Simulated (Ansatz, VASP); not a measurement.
# Two plane-wave programs on CdSe

Contents of INCAR:

```
SYSTEM = CdSe
PREC = Accurate
ENCUT = 520
EDIFF = 1E-7
ISMEAR = 0
SIGMA = 0.1
LREAL = .FALSE.
LASPH = .TRUE.
NELM = 150
ALGO = Normal
ISIF = 2
LWAVE = .FALSE.
LCHARG = .TRUE.
ISPIN = 2
MAGMOM = 0 0
LORBIT = 11
LDAU = .TRUE.
LDAUTYPE = 2
LDAUL = 2 -1
LDAUU = 4.7 0
LDAUJ = 0 0
LDAUPRINT = 1
GGA = PE
LELF = .TRUE.
LVHAR = .TRUE.
NBANDS = 20
```

KPOINTS

```
Automatic mesh
0
G
  4 4 4
  0 0 0
```

The input POSCAR:

```
CdSe
1.0
    0.0000000000      2.8739580000      2.8739580000
    2.8739580000      0.0000000000      2.8739580000
    2.8739580000      2.8739580000      0.0000000000
Cd Se
1 1
Direct
    0.0000000000      0.0000000000      0.0000000000
    0.5000000000      0.5000000000      0.5000000000
```

Input for Ansatz:

```yaml
crystal:
  lattice:
    - [0.0, 2.873958, 2.873958]
    - [2.873958, 0.0, 2.873958]
    - [2.873958, 2.873958, 0.0]
  atoms:
    - { symbol: Cd, position: [0.0, 0.0, 0.0] }
    - { symbol: Se, position: [0.5, 0.5, 0.5] }
basis:
  ecutwfc: 420
kpoints:
  mp_grid: { grid: [4, 4, 4] }
hamiltonian:
  xc: pbe
  hubbard: { sites: [{ species: Cd, l: d, u_eff: 4.7 }] }
scf:
  occupations: { method: gaussian, width: 0.1 }
output:
  forces: true
  stress: true
  eigenvalues: true
magnetization:
  spin_polarized: true
  initial_magnetization: 1.0
```

Alike in both runs: task single point; functional PBE; k mesh 4 × 4 × 4; occupations gaussian, width 0.1 eV; collinear spin; Hubbard terms Cd d U = 4.7 eV.

|  | VASP | Ansatz |
| --- | --- | --- |
| version | VASP 6.6.1 | Ansatz 0.2.0 |
| potentials or method | VASP PAW PBE potentials, release 64 (Cd, Se) | scalar-relativistic, plane waves, PAW |
| plane-wave cutoff (eV) | 520 | 420 |
| valence electrons in the cell | 18 | 36 |

|  | VASP | Ansatz | Ansatz less VASP |
| --- | --- | --- | --- |
| gap on the k mesh at the Fermi level (eV) | none | none | - |
| pressure (GPa) | -0.3 | 0.4 | +0.67 |
| net moment per atom (μB) | 0.00 | 0.00 | 0.000 |

The programs project onto different local orbitals, so the same U acts differently. A gap of «none» marks a metal or a gap that the smearing closes. The two sets of potentials don't hold the same shells in valence. Ansatz warned: «filled_band_counts_differ_across_k_points».

Caveats: the k mesh is coarse (spacing up to 0.47 Å⁻¹), so the values aren't converged. The state reached can hang on the start; a lower one may exist.
